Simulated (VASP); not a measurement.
# Mg (I4/mmm) in VASP: relaxation of cell and atoms with PBEsol

Aim: the relaxation of cell and atoms of Mg with PBEsol.

Program: VASP 6.6.1. These are calculated values, not measurements. Logs are shortened: lines on timing, memory, paths and dates and some standing lists are left out, and cuts for length are marked.

## Step 1: The crystal as given

It takes space group I4/mmm (No. 139, tetragonal). The conventional cell has a = 3.648 Å, b = 3.648 Å, c = 3.456 Å, α = 90.00°, β = 90.00°, γ = 90.00°. Around Mg (site symmetry 4/mmm) lie 10 Mg at 3.11 to 3.46 Å.

This isn't the form of Mg at room conditions, which is hcp.

## Step 2: Relaxation of cell and atoms, PBEsol

Contents of INCAR:

```
SYSTEM = Mg
PREC     = Accurate       ! precision mode
ENCUT    = 600            ! plane-wave cutoff, eV
EDIFF    = 1E-6           ! SCF threshold, eV
ISMEAR   = -1             ! smearing method
SIGMA    = 0.15           ! smearing width, eV
LREAL    = .False.        ! projectors in reciprocal space
LASPH    = .True.         ! aspherical terms in the spheres
NELM     = 100            ! most SCF steps
ALGO     = Fast           ! electronic algorithm
ISIF     = 3              ! what is computed and relaxed
LWAVE    = .False.        ! write WAVECAR
LCHARG   = .False.        ! write CHGCAR
GGA      = PS             ! functional
IBRION   = 2              ! ionic algorithm
NSW      = 80             ! ionic steps
EDIFFG   = -0.001         ! ionic threshold
```

Contents of KPOINTS:

```
Automatic mesh
0
Gamma
  16 16 16
  0 0 0
```

Contents of POSCAR:

```
Mg
1.0
   -1.8241270502      1.8241270502      1.7281581526
    1.8241270502     -1.8241270502      1.7281581526
    1.8241270502      1.8241270502     -1.7281581526
Mg
1
Direct
    0.0000000000      0.0000000000      0.0000000000
```

Potentials or basis: VASP PAW PBE potentials, release 64 (Mg).

Launch:

```console
$ cat potpaw_PBE.64/Mg/POTCAR > POTCAR
$ mpirun -np 1 vasp_std > vasp.out
```

OUTCAR:

```text
SYSTEM = Mg
   PREC = Accurate
   ENCUT = 600
   EDIFF = 1E-6
   ISMEAR = -1
   LREAL = .False.
   LASPH = .True.
   NELM = 100
   ISIF = 3
   GGA = PS
   IBRION = 2
   NSW = 80
   EDIFFG = -0.001

 ion  position               nearest neighbor table
   1  0.000  0.000  0.000-

  LATTYP: Found a body centered tetragonal cell.
 ALAT       =     3.6482541004
 C/A-ratio  =     0.9473891374

  Lattice vectors:

 A1 = (  -1.8241270502,   1.8241270502,   1.7281581526)
 A2 = (   1.8241270502,  -1.8241270502,   1.7281581526)
 A3 = (   1.8241270502,   1.8241270502,  -1.7281581526)

Analysis of symmetry for initial positions (statically):
=====================================================================
 Subroutine PRICEL returns:
 Original cell was already a primitive cell.

 Routine SETGRP: Setting up the symmetry group for a
 body centered tetragonal supercell.

 Subroutine GETGRP returns: Found 16 space group operations
 (whereof 16 operations were pure point group operations)
 out of a pool of 16 trial point group operations.

The static configuration has the point symmetry D_4h.

Analysis of symmetry for dynamics (positions and initial velocities):
=====================================================================
 Subroutine PRICEL returns:
 Original cell was already a primitive cell.

 Routine SETGRP: Setting up the symmetry group for a
 body centered tetragonal supercell.

 Subroutine GETGRP returns: Found 16 space group operations
 (whereof 16 operations were pure point group operations)
 out of a pool of 16 trial point group operations.

The dynamic configuration has the point symmetry D_4h.

 Subroutine INISYM returns: Found 16 space group operations
 (whereof 16 operations are pure point group operations),
 and found     1 'primitive' translations

----------------------------------------------------------------------------------------

                                     Primitive cell

  volume of cell :      23.0014

  direct lattice vectors                    reciprocal lattice vectors
    -1.824127050  1.824127050  1.728158153     0.000000000  0.274103714  0.289325372
     1.824127050 -1.824127050  1.728158153     0.274103714  0.000000000  0.289325372
     1.824127050  1.824127050 -1.728158153     0.274103714  0.274103714  0.000000000

  length of vectors
     3.105061930  3.105061930  3.105061930     0.398549893  0.398549893  0.387641190

  position of ions in fractional coordinates (direct lattice)
     0.000000000  0.000000000  0.000000000

  ion indices of the primitive-cell ions
   primitive index   ion index
                 1           1

----------------------------------------------------------------------------------------

 KPOINTS: Automatic mesh

Automatic generation of k-mesh.
 Grid dimensions read from file:
 generate k-points for:   16   16   16

 Generating k-lattice:

  Cartesian coordinates                     Fractional coordinates (reciprocal lattice)
     0.000000000  0.017131482  0.018082836     0.062500000 -0.000000000  0.000000000
     0.017131482  0.000000000  0.018082836    -0.000000000  0.062500000  0.000000000
     0.017131482  0.017131482  0.000000000     0.000000000  0.000000000  0.062500000

  Length of vectors
     0.024909368  0.024909368  0.024227574

  Shift w.r.t. Gamma in fractional coordinates (k-lattice)
     0.000000000  0.000000000  0.000000000

 Subroutine IBZKPT returns following result:
 ===========================================

 Found    349 irreducible k-points:

 Following reciprocal coordinates:
            Coordinates               Weight
  0.000000  0.000000  0.000000      1.000000
  0.062500  0.000000  0.000000      8.000000
  0.125000  0.000000  0.000000      8.000000
  0.187500  0.000000  0.000000      8.000000
  0.250000  0.000000  0.000000      8.000000
  0.312500  0.000000  0.000000      8.000000
[... 16 lines left out ...]
 -0.125000  0.062500  0.000000     16.000000
 -0.062500  0.062500  0.000000      4.000000
 [... further k-points ...]
   k-points           NKPTS =    349   k-points in BZ     NKDIM =    349   number of bands    NBANDS=      5
   number of dos      NEDOS =    301   number of ions     NIONS =      1
   total plane-waves  NPLWV =  21952
   dimension x,y,z NGX =    28 NGY =   28 NGZ =   28
   dimension x,y,z NGXF=    56 NGYF=   56 NGZF=   56
   ions per type =               1
   NGX,Y,Z   is equivalent  to a cutoff of  14.99, 14.99, 14.99 a.u.
   NGXF,Y,Z  is equivalent  to a cutoff of  29.98, 29.98, 29.98 a.u.
 SYSTEM =  Mg
   PREC   = accura    normal or accurate (medium, high low for compatibility)
   ISTART =      0    job   : 0-new  1-cont  2-samecut
   ICHARG =      2    charge: 1-file 2-atom 10-const
   ISPIN  =      1    spin polarized calculation?
   LNONCOLLINEAR =      F non collinear calculations
   LSORBIT =      F    spin-orbit coupling
   LASPH  =      T    aspherical Exc in radial PAW
   ENCUT  =  600.0 eV  44.10 Ry    6.64 a.u.   6.20  6.20  6.20*2*pi/ulx,y,z
   NELM   =    100;   NELMIN=  2; NELMDL= -5     # of ELM steps
   EDIFF  = 0.1E-05   stopping-criterion for ELM
   LREAL  =      F    real-space projection
   EDIFFG = -.1E-02   stopping-criterion for IOM
   NSW    =     80    number of steps for IOM
   IBRION =      2    ionic relax: 0-MD 1-quasi-New 2-CG
   NFREE  =      1    steps in history (QN), initial steepest desc. (CG)
   ISIF   =      3    stress and relaxation
   ISYM   =      2    0-nonsym 1-usesym 2-fastsym
   POTIM  = 0.5000    time-step for ionic-motion
   TEBEG  =    0.0;   TEEND  =   0.0 temperature during run
   PSTRESS=    0.0 pullay stress
   NELECT =       2.0000    total number of electrons
   NUPDOWN=      -1.0000    fix difference up-down
   EMIN   =  10.00;   EMAX   =-10.00  energy-range for DOS
   EFERMI =   0.00;   METHOD = LEGACY
   ISMEAR =    -1;   SIGMA  =   0.15  broadening in eV -4-tet -1-fermi 0-gaus
   EFERMI_NEDOS =   21; number of points for ismear=-14 and -15
   IALGO  =     68    algorithm
   IMIX   =      4    mixing-type and parameters
     AMIX     =   0.40;   BMIX     =  1.00
     AMIX_MAG =   1.60;   BMIX_MAG =  1.00
  volume/ion in A,a.u.               =      23.00       155.22
  Fermi-wavevector in a.u.,A,eV,Ry     =   0.725271  1.370563  7.156909  0.526018
  Thomas-Fermi vector in A             =   1.815951
   LORBIT       =      0    0 simple, 1 ext, 2 COOP (PROOUT), +10 PAW based schemes
   GGA     = PS    functional components
   LHFCALC =     F    Hartree Fock is set to
   AEXX    =    0.0000 exact exchange contribution
   IVDW    =     0    specifies the selected vdW correction
   LEPSILON=     F    determine dielectric tensor
   LRPA    =     F    only Hartree local field effects (RPA)
 conjugate gradient relaxation of ions
 non-spin polarized calculation
 RMM-DIIS sequential band-by-band and
  energy-cutoff  :      600.00
  volume of cell :       23.00
 maximum number of plane-waves:       791
 NGX is ok and might be reduce to    28
   NGX = 13   NGY = 13   NGZ = 13

--------------------------------------- Ionic step        1  -------------------------------------------

 number of electron       2.0000000 magnetization

 Free energy of the ion-electron system (eV)
  ---------------------------------------------------
  ext. energy  EPLUGINS =         0.00000000
  ---------------------------------------------------
  free energy    TOTEN  =        -1.71020986 eV

  energy without entropy =       -1.67821898  energy(sigma->0) =       -1.69421442

------------------------ aborting loop because EDIFF is reached ----------------------------------------

  FORCE on cell =-STRESS in cart. coord.  units (eV):
  Direction    XX          YY          ZZ          XY          YZ          ZX
  --------------------------------------------------------------------------------------
  -------------------------------------------------------------------------------------
  Total       -0.1055237     -0.1055237     -0.1050739      0.0000000      0.0000000      0.0000000
  in kB       -7.3503340     -7.3503340     -7.3189978      0.0000000      0.0000000      0.0000000
  external PRESSURE =      -7.3398886 kB  Pullay stress =       0.0000000 kB
[... 86 lines left out ...]
  FREE ENERGIE OF THE ION-ELECTRON SYSTEM (eV)
  ---------------------------------------------------
  free  energy   TOTEN  =        -1.7113243262 eV

  energy  without entropy=       -1.6797232660  energy(sigma->0) =       -1.69552380

[... ionic steps 4 to 20 ...]

--------------------------------------- Ionic step       21  -------------------------------------------

 number of electron       2.0000000 magnetization

------------------------ aborting loop because EDIFF is reached ----------------------------------------

  FORCE on cell =-STRESS in cart. coord.  units (eV):
  Direction    XX          YY          ZZ          XY          YZ          ZX
  --------------------------------------------------------------------------------------
  -------------------------------------------------------------------------------------
  Total       -0.0049463     -0.0049463     -0.0042985     -0.0000000     -0.0000000      0.0000000
  in kB       -0.3518497     -0.3518497     -0.3057695     -0.0000000     -0.0000000      0.0000000
  external PRESSURE =      -0.3364896 kB  Pullay stress =       0.0000000 kB
[... 55 lines left out ...]
  energy  without entropy=       -1.6797741619  energy(sigma->0) =       -1.69559535

--------------------------------------- Ionic step       23  -------------------------------------------

 number of electron       2.0000000 magnetization

 Free energy of the ion-electron system (eV)
  ---------------------------------------------------
  ext. energy  EPLUGINS =         0.00000000
  ---------------------------------------------------
  free energy    TOTEN  =        -1.71141631 eV

  energy without entropy =       -1.67977462  energy(sigma->0) =       -1.69559546

 E-fermi :   2.7263     XC(G=0):  -8.5990

 val. band max:        2.7209593720   @ k =   0.3125   0.3125   0.1875
 cond. band min:       2.7270617411   @ k =  -0.3125  -0.4375   0.1875
 fundamental gap:      0.0061023691
 Fermi energy:         2.7262635437

 k-point     1 :       0.0000    0.0000    0.0000
  band No.  band energies     occupation
      1      -4.3157      2.00000
      2      15.8421      0.00000
      3      15.8421      0.00000
      4      15.8422      0.00000
      5      17.8876      0.00000

 k-point     2 :       0.0625    0.0000    0.0000
  band No.  band energies     occupation
      1      -4.2225      2.00000
      2      14.7474      0.00000
      3      15.3666      0.00000
      4      15.4021      0.00000
      5      16.9517      0.00000
[... 169 lines left out ...]
 k-point    24 :      -0.0625    0.0625    0.0000
  band No.  band energies     occupation
      1      -4.2225      2.00000
      2      14.7474      0.00000
      3      15.3666      0.00000
      4      15.4021      0.00000
      5      17.1285      0.00000

 [... further k-points ...]
[... 5 lines left out ...]
  --------------------------------------------------------------------------------------
  -------------------------------------------------------------------------------------
  Total       -0.0007651     -0.0007651     -0.0008353     -0.0000000     -0.0000000      0.0000000
  in kB       -0.0544668     -0.0544668     -0.0594645     -0.0000000     -0.0000000      0.0000000
  external PRESSURE =      -0.0561327 kB  Pullay stress =       0.0000000 kB
[... 16 lines left out ...]
  FREE ENERGIE OF THE ION-ELECTRON SYSTEM (eV)
  ---------------------------------------------------
  free  energy   TOTEN  =        -1.7114163112 eV

  energy  without entropy=       -1.6797746162  energy(sigma->0) =       -1.69559546

 reached required accuracy - stopping structural energy minimisation
```

Wall time 2.6 min (1 thread of AMD EPYC 9R45 (Zen 5), shared host); peak memory 0.19 GiB.

Results:

- Free energy: -1.7114 eV
- Relaxed volume: 22.51 Å³/atom
- Relaxed cell: a = 3.081 Å, b = 3.081 Å, c = 3.081 Å, α = 109.47°, β = 109.47°, γ = 109.47°
- Space group after relaxing (to 0.05 Å): Im-3m (No. 229)
- Energy gained by relaxing: 1.2 meV/atom
- Ionic steps: 23
- Pressure after relaxing: 0.0 GPa
- Band gap on the k mesh: none (metal or under the smearing width)

The path:
```
step  energy change (eV)  largest force (eV/Å)  pressure (GPa)  volume (Å³)
   1              0.0000                0.0000           -0.73        23.00
   2             -0.0010                0.0000           -0.20        22.65
   3             -0.0011                0.0000           -0.01        22.53
   4             -0.0011                0.0000            0.01        22.52
   5             -0.0011                0.0000            0.01        22.52
   6             -0.0011                0.0000            0.01        22.52
   7             -0.0011                0.0000            0.01        22.52
   8             -0.0011                0.0000            0.01        22.51
   9             -0.0012                0.0000            0.02        22.50
  10             -0.0012                0.0000            0.05        22.48
  11             -0.0012                0.0000            0.00        22.51
  12             -0.0012                0.0000           -0.01        22.51
  13             -0.0012                0.0000           -0.02        22.52
  14             -0.0012                0.0000           -0.02        22.52
  15             -0.0012                0.0000           -0.04        22.53
  16             -0.0012                0.0000           -0.07        22.55
  17             -0.0012                0.0000           -0.06        22.54
  18             -0.0012                0.0000           -0.06        22.54
  19             -0.0012                0.0000           -0.05        22.54
  20             -0.0012                0.0000           -0.05        22.53
  21             -0.0012                0.0000           -0.03        22.52
  22             -0.0012                0.0000           -0.01        22.51
  23             -0.0012                0.0000           -0.01        22.51
```

Final structure:
```cif
data_structure
_symmetry_space_group_name_H-M 'P 1'
_symmetry_Int_Tables_number 1
_cell_length_a 3.0806
_cell_length_b 3.0806
_cell_length_c 3.0806
_cell_angle_alpha 109.471
_cell_angle_beta 109.471
_cell_angle_gamma 109.471
_cell_volume 22.51
loop_
_atom_site_label
_atom_site_type_symbol
_atom_site_fract_x
_atom_site_fract_y
_atom_site_fract_z
_atom_site_occupancy
Mg1 Mg 0.00000 0.00000 0.00000 1
```

Levels at points of the mesh, in eV from the Fermi level:
```tsv
k point	band 1	band 2	band 3	band 4	band 5
(0.00, 0.00, 0.00)	-7.04	13.12	13.12	13.12	15.16
(0.50, 0.00, 0.00)	-1.53	-0.92	8.67	9.46	10.31
(0.50, 0.50, 0.00)	-1.53	-0.92	8.67	9.46	10.31
(0.50, 0.50, 0.50)	3.89	3.89	3.89	3.99	3.99
```

Caveat: the PAW data sets were made with another functional, which shifts forces and pressure a little.
